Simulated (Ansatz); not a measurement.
## AlAs: projected DOS by orbital

```xyz
2
Lattice="0.0000 2.8304 2.8304 2.8304 0.0000 2.8304 2.8304 2.8304 0.0000" Properties=species:S:1:pos:R:3 pbc="T T T"
Al    0.0000    0.0000    0.0000
As    4.2456    4.2456    4.2456
```

Atom numbers follow the list: Al1, As2.

The cell is COD entry 1540257, as deposited and not checked against the literature; nothing was relaxed.

Level of theory: Ansatz 0.2.0, DFT, PBEsol, all-electron LAPW, scalar-relativistic.

The runs use a Γ-centred 11×11×11 k mesh, Fermi–Dirac smearing of 0.05 eV, basis error target 1 meV/atom, no spin polarisation.

States per eV for one atom of each kind, in 0.4 eV bins named by their centres, from the valence-band top, projected on a minimal set of Löwdin-orthogonalised atomic shells; orbitals are real harmonics on the Cartesian axes, equal curves share a column, and empty bins are left out, as is all above 4.0 eV, near the top of the computed bands.

Al1 3p:

```
# E all pz=px=py
-11.6 0.04 0.01
-11.2 0.11 0.04
-10.8 0.20 0.07
-10.4 0.39 0.13
-10.0 0.40 0.13
-5.6 0.02 0.01
-5.2 0.18 0.06
-4.8 0.10 0.03
-4.4 0.05 0.02
-4.0 0.03 0.01
-3.6 0.04 0.01
-3.2 0.37 0.12
-2.8 0.31 0.10
-2.4 0.42 0.14
-2.0 0.53 0.18
-1.6 0.46 0.15
-1.2 0.40 0.13
-0.8 0.26 0.09
-0.4 0.09 0.03
0.0 0.01 0.00
1.6 0.06 0.02
2.0 0.16 0.05
2.4 0.28 0.09
2.8 0.52 0.17
3.2 0.70 0.23
3.6 0.36 0.12
```

As2 4p:

```
# E all pz=px=py
-11.6 0.01 0.00
-11.2 0.01 0.00
-10.8 0.02 0.01
-10.4 0.03 0.01
-10.0 0.01 0.00
-5.6 0.05 0.02
-5.2 1.16 0.39
-4.8 0.55 0.18
-4.4 0.28 0.09
-4.0 0.19 0.06
-3.6 0.16 0.05
-3.2 0.73 0.24
-2.8 0.65 0.22
-2.4 0.85 0.28
-2.0 1.13 0.38
-1.6 1.12 0.37
-1.2 1.15 0.38
-0.8 0.94 0.31
-0.4 0.46 0.15
0.0 0.07 0.02
2.0 0.02 0.01
2.4 0.08 0.03
2.8 0.22 0.07
3.2 0.35 0.12
3.6 0.26 0.09
```

Al1 3s:

```
# E all
-12.0 0.01
-11.6 0.08
-11.2 0.11
-10.8 0.13
-10.4 0.16
-10.0 0.05
-5.6 0.03
-5.2 0.80
-4.8 0.32
-4.4 0.13
-4.0 0.08
-3.6 0.05
-3.2 0.07
-2.8 0.07
-2.4 0.07
-2.0 0.05
-1.6 0.04
-1.2 0.03
-0.8 0.01
-0.4 0.01
2.0 0.02
2.4 0.11
2.8 0.31
3.2 0.42
3.6 0.21
```

As2 4s:

```
# E all
-12.0 0.01
-11.6 0.15
-11.2 0.30
-10.8 0.53
-10.4 1.13
-10.0 1.11
-5.2 0.04
-4.8 0.06
-4.4 0.05
-4.0 0.04
-3.6 0.03
-3.2 0.03
-2.8 0.03
-2.4 0.03
-2.0 0.02
-1.6 0.02
-1.2 0.01
-0.8 0.01
1.6 0.02
2.0 0.04
2.4 0.09
2.8 0.18
3.2 0.22
3.6 0.07
```
